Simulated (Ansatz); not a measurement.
# Ge (I4_1/amd) in Ansatz: settings compared

The runs below take Ge through band structure, elastic constants, with RPBE, PBEsol.

Everything below comes from runs of Ansatz 0.2.0. Logs are shortened: lines on timing, memory, paths and dates and some standing lists are left out, and cuts for length are marked.

## Step 1: Starting point

It takes space group I4_1/amd (No. 141, tetragonal). Conventional cell: a = 5.149 Å, b = 5.149 Å, c = 2.795 Å, α = 90.00°, β = 90.00°, γ = 90.00°. Around Ge (site symmetry -4m2) lie 6 Ge at 2.67 to 2.79 Å.

This isn't the form of Ge at room conditions, which is diamond.

## Step 2: Band structure, RPBE

The input, input.yaml:

```yaml
crystal:
  lattice:
    - [-2.574489719, 2.574489719, 1.3974126432]
    - [2.574489719, -2.574489719, 1.3974126432]
    - [2.574489719, 2.574489719, -1.3974126432]
  atoms:
    - { symbol: Ge, position: [0.5, 0.5, 0.0] }
    - { symbol: Ge, position: [0.25, 0.75, 0.5] }
kpoints:
  mp_grid: { grid: [11, 11, 11] }
  band_path:
    path:
      - [0.0, 0.0, 0.0]
      - [0.0, 0.0, 0.5]
      - [-0.5, 0.5, 0.5]
      - [0.0, 0.0, 0.0]
      - [0.323655812, 0.323655812, -0.323655812]
      - [0.25, 0.25, 0.25]
      - [0.0, 0.5, 0.0]
      - [-0.323655812, 0.676344188, 0.323655812]
    npoints: 12
scf:
  occupations: { method: fermi_dirac, width: 0.05 }
hamiltonian:
  xc: rpbe
  pseudopotentials: { kind: all_electron, lapw: { basis_error: 0.001 } }
output:
  forces: true
  stress: true
  eigenvalues: true
```

Potentials or basis: all-electron LAPW, scalar-relativistic.

Run with:

```console
> ansatz run input.yaml --threads 1 --pin off --max-ram 3072MiB --backend cpu --events-out ev --progress --plain --runs-dir out
```

Log:

```text
Warning: RAYON_NUM_THREADS=1 ignored (pool sized by the plan → 1); use --threads N
LAPW: plane waves up to 8.167 Å⁻¹, error target 1.0e-3 eV per atom; small_component_spin mean_spin; Ge in spheres of 1.334 Å, 22 of its electrons in bands, Dirac shells [] (how accurate: hamiltonian.pseudopotentials.lapw.basis_error, Limitations)
Engine: ansatz 0.2.0, aarch64-unknown-linux-gnu
Pseudopotentials: kind: all_electron
Pseudopotential: Ge, LAPW, valence charge 22, lapw/all_electron/scalar/gaussian/Ge, Koelling and Harmon's equation, gaussian nucleus
Functional definition: RPBE
  parameter kappa = 0.804
  parameter beta = 0.06672455060314922
  exchange = rpbe_x(kappa = kappa, mu = beta*pi^2/3)
  correlation = pbe_c(beta = beta)
Crystal: 2 atoms, lattice volume = 37.048 Å³
Basis set: ecut = 254.14699814786607 eV, 343 PW (Γ), FFT grids on a1+a2, a2, a3, exchange–correlation at level 2
Bands: 27, of which v1, the nominal top of the filled ones, is band 22 counted from 1 (21 counted from 0)
Symmetry: 16 space group operations
Space group: I41/amd (ITA 141), of the structure as read, at distance tolerance 3.3e-5 Å
k-points: 126 of 1331
Non-local potential: Ge, projectors of the file, none
Initial density: superposition of atomic densities (chi_scale 0.1, normalization cell)
Initial wavefunctions: plane waves of lowest kinetic energy (no species holds an atomic orbital)
Functional: x = rpbe, c = pbe(β = 0.06672455060314922)
iter 1 solved again at ethr=8.68e-5 eV; its pass at ethr=1.00e-1 eV (dr2=3.82e-2 eV) is discarded
SCF iter   1: F=—  HF=-114243.538078 eV  |F-HF|=—  |Δ(HF+E_count)|=         —  Δρ=1.34e-2  dr2=3.83e-2  ethr=8.68e-5  ⟨swp⟩=3.0  Hψ=22637  notcnv=0
preconditioner: auto → Kerker (q_TF=auto, 2.808 Å⁻¹)  [metal: Δε(μ)=0.042 eV  Ē_g=24.253 eV  σ=0.050 eV  W_gap=0.21  n_scr=16 (ndim 8)  ℏωp=32.3 eV  f_vac=0.000  D(μ)=1.04/eV (n_scr^D=4)]
SCF iter   2: F=—  HF=-114243.525797 eV  |F-HF|=—  |Δ(HF+E_count)|=   1.23e-2  Δρ=9.08e-3  dr2=2.03e-2  ethr=8.68e-5  ⟨swp⟩=2.0  Hψ=10222  notcnv=0
SCF iter   3: F=—  HF=-114243.528424 eV  |F-HF|=—  |Δ(HF+E_count)|=   2.63e-3  Δρ=5.39e-3  dr2=7.94e-3  ethr=4.62e-5  ⟨swp⟩=2.0  Hψ=9850  notcnv=0
SCF iter   4: F=—  HF=-114243.530253 eV  |F-HF|=—  |Δ(HF+E_count)|=   1.83e-3  Δρ=1.96e-3  dr2=1.39e-3  ethr=1.80e-5  ⟨swp⟩=2.0  Hψ=9841  notcnv=0
iter 5 solved again at ethr=1.36e-7 eV; its pass at ethr=3.16e-6 eV (dr2=6.00e-5 eV) is discarded
SCF iter   5: F=—  HF=-114243.530530 eV  |F-HF|=—  |Δ(HF+E_count)|=   2.77e-4  Δρ=3.62e-4  dr2=6.03e-5  ethr=1.36e-7  ⟨swp⟩=2.0  Hψ=16808  notcnv=0
SCF iter   6: F=—  HF=-114243.530548 eV  |F-HF|=—  |Δ(HF+E_count)|=   1.80e-5  Δρ=1.26e-4  dr2=6.66e-6  ethr=1.36e-7  ⟨swp⟩=2.8  Hψ=10020  notcnv=0
SCF iter   7: F=-114243.530551 eV  HF=-114243.530551 eV  |F-HF|=3.47e-8  |Δ(HF+E_count)|=   3.18e-6  Δρ=1.96e-5  dr2=9.22e-8  ethr=1.51e-8  ⟨swp⟩=3.0  Hψ=10351  notcnv=0
SCF 1 converged in 7 iterations: F = -114243.530551 eV  dr2 = 9.22e-8
NSCF: frozen V_eff on 85 k-points
SCF converged after 7 iterations
Free energy (F): -114243.530551 eV
Harris-Foulkes:  -114243.530551 eV  (|F-HF|=3.47e-8)
Internal energy: -114243.522499 eV  (E = F + TS)
E sigma→0 (E₀):  -114243.526525 eV
Entropy (-TS):   -0.008052 eV (-4.026 meV/atom)
Fermi energy:    13.055240 eV
--- Per-component energies (eV) ---
  E_band       = -1949.641271
  E_kinetic    = 116642.490159
  E_xc         = -4352.323811
  E_electrostatic = -226533.688847  (all electrons and nuclei)
  E_smearing   = -0.008052  (= −TS)
  E_closure    = 0.000000  (closes the sum)
  E_atoms      = -114235.741487  (free atoms, spherical and without spin; not in F)
  Σ components = -114243.530551   (vs F -114243.530551, Δ=0.00e0)
  Basis errors (estimates in eV, not in F): energy 3.4e-4 per atom: plane waves 3.2e-4 (1.7e-4 summed), levels above the bands 1.5e-72, relativity 4.1e-8, radial functions 2.8e-5, core shells 2.7e-11; eigenvalues (radial functions only) 4.5e-6; not estimated: angular momenta, meshes, grids; target (lapw.basis_error) 1.0e-3; muffin-tin radii Ge 1.334 Å
--- Forces (eV/Å), atoms counted from 1 ---
  atom   1  Ge     0.00000000     0.00000000     0.00000000
  atom   2  Ge    -0.00000000    -0.00000000     0.00000000
  max |Σ_I F_I| component: 4.34e-19 eV/Å
--- Stress (GPa, compression-positive) ---
        5.045657      -0.000000       0.000000
       -0.000000       5.045657       0.000000
        0.000000       0.000000       4.923287
  P = ⅓ Tr σ = 5.0049 GPa (50.049 kbar)
--- Band table (eV; the first three rows and the last of 126) ---
  k-point 0: bands = ["-150.8763", "-150.8757", "-97.9300", "-97.9299", "-97.9120", "-97.9120", "-97.9082", "-97.9082", "-11.7559", "-11.7131", "-11.6826", "-11.6810", "-11.5770", "-11.5770", "-11.5707", "-11.5707", "-11.5089", "-11.4407", "-0.2769", "9.0187", "10.6717", "10.6717", "16.2608", "20.6625", "20.6625", "21.2064", "21.4397"]
  k-point 1: bands = ["-150.8763", "-150.8758", "-97.9300", "-97.9299", "-97.9119", "-97.9119", "-97.9083", "-97.9083", "-11.7515", "-11.7139", "-11.6837", "-11.6786", "-11.5789", "-11.5747", "-11.5695", "-11.5690", "-11.5115", "-11.4454", "-0.1855", "8.1832", "10.7719", "11.2934", "16.7351", "19.6429", "20.1622", "21.3470", "21.5129"]
  k-point 2: bands = ["-150.8762", "-150.8758", "-97.9300", "-97.9299", "-97.9117", "-97.9117", "-97.9085", "-97.9085", "-11.7387", "-11.7159", "-11.6905", "-11.6672", "-11.5849", "-11.5690", "-11.5667", "-11.5642", "-11.5192", "-11.4584", "0.0887", "6.8076", "11.0715", "12.1231", "18.0607", "18.1776", "19.0535", "21.1233", "21.3918"]
  k-point 125: bands = ["-150.8760", "-150.8760", "-97.9300", "-97.9300", "-97.9123", "-97.9122", "-97.9080", "-97.9079", "-11.7189", "-11.7185", "-11.6029", "-11.5914", "-11.5826", "-11.5789", "-11.5740", "-11.5670", "-11.5665", "-11.5645", "3.8785", "4.2160", "7.1385", "7.4790", "19.2283", "19.2377", "23.5992", "23.9881", "28.1685"]
```

It took 29 s on 1 thread of Arm Neoverse V1, shared host; peak memory 0.43 GiB.

Results:

- Free energy: -114243.5306 eV
- Pressure: 5.0 GPa
- Band gap along the path: none (metal or under the smearing width)

Stress tensor (GPa, compression positive):
```
5.05 0.00 0.00
0.00 5.05 0.00
0.00 0.00 4.92
```

Levels at the corners of the path, in eV from the Fermi level:
| point | band 19 | band 20 | band 21 | band 22 | band 23 | band 24 | band 25 | band 26 |
| --- | --- | --- | --- | --- | --- | --- | --- | --- |
| Γ | -13.33 | -4.04 | -2.38 | -2.38 | 3.21 | 7.61 | 7.61 | 8.15 |
| X | -10.59 | -10.59 | 0.57 | 0.57 | 1.91 | 1.91 | 7.55 | 7.55 |
| M | -8.88 | -8.88 | -5.96 | -5.96 | 6.15 | 6.15 | 11.06 | 11.06 |
| Γ | -13.33 | -4.04 | -2.38 | -2.38 | 3.21 | 7.61 | 7.61 | 8.15 |
| Z | -7.42 | -6.46 | -3.86 | -3.65 | -3.65 | 3.83 | 6.60 | 6.60 |
| P | -6.87 | -6.87 | -4.38 | -4.38 | 4.22 | 4.22 | 4.91 | 4.91 |
| N | -8.05 | -6.41 | -2.63 | -2.05 | -1.39 | 2.43 | 3.56 | 5.49 |
| Z1 | -7.42 | -6.46 | -3.86 | -3.65 | -3.65 | 3.83 | 6.60 | 6.60 |

## Step 3: Elastic constants, PBEsol

The input, input.yaml:

```yaml
crystal:
  lattice:
    - [-2.574489719, 2.574489719, 1.3974126432]
    - [2.574489719, -2.574489719, 1.3974126432]
    - [2.574489719, 2.574489719, -1.3974126432]
  atoms:
    - { symbol: Ge, position: [0.5, 0.5, 0.0] }
    - { symbol: Ge, position: [0.25, 0.75, 0.5] }
kpoints:
  mp_grid: { grid: [8, 8, 8] }
scf:
  occupations: { method: fermi_dirac, width: 0.05 }
hamiltonian:
  xc: pbesol
  pseudopotentials: { kind: all_electron, lapw: { basis_error: 0.001 } }
output:
  forces: true
  stress: true
elastic:
  mode: relaxed_ion
  stencil: two_point
```

Potentials or basis: all-electron LAPW, scalar-relativistic.

Run with:

```console
> ansatz run input.yaml --threads 1 --pin off --max-ram 3072MiB --backend cpu --events-out ev --progress --plain --runs-dir out
```

Wall time 4.9 min (1 thread of Arm Neoverse V1, shared host); peak memory 0.53 GiB.

It converged, with:

```
Free energy            : -114149.3287 eV
Pressure               : -0.7 GPa
Band gap on the k mesh : none (metal or under the smearing width)
Voigt bulk modulus     : 76 GPa
```

Stress tensor (GPa, compression positive):
```
-2.27  0.00  0.00
 0.00 -2.27  0.00
 0.00  0.00  2.38
```

Levels at points of the mesh, in eV from the Fermi level:
```csv
k point,band 18,band 19,band 20,band 21,band 22,band 23,band 24,band 25,band 26,band 27
"(0.00, 0.00, 0.00)",-24.37,-13.27,-4.02,-2.29,-2.29,3.28,7.64,7.64,8.20,8.41
"(0.00, 0.00, -0.50)",-24.45,-10.52,-10.52,0.66,0.66,1.95,1.95,7.58,7.58,11.41
"(0.00, -0.50, 0.00)",-24.41,-8.00,-6.34,-2.59,-1.96,-1.31,2.50,3.61,5.55,8.82
"(-0.50, -0.50, -0.50)",-24.49,-8.83,-8.83,-5.88,-5.88,6.20,6.20,11.06,11.06,15.39
```

Elastic tensor in Voigt notation (GPa, in the Cartesian axes of the cell as first typed):
```
117  72  31   0   0   0
 72 117  31   0   0   0
 36  36 173   0   0   0
  0   0   0  35   0   0
  0   0   0   0  35   0
  0   0   0   0   0  62
```

Caveat: the k mesh is thin for a metal, which can move the energy by tens of meV per atom; a metal's response needs a denser mesh; elastic constants of metals need much finer meshes, so these are rough.
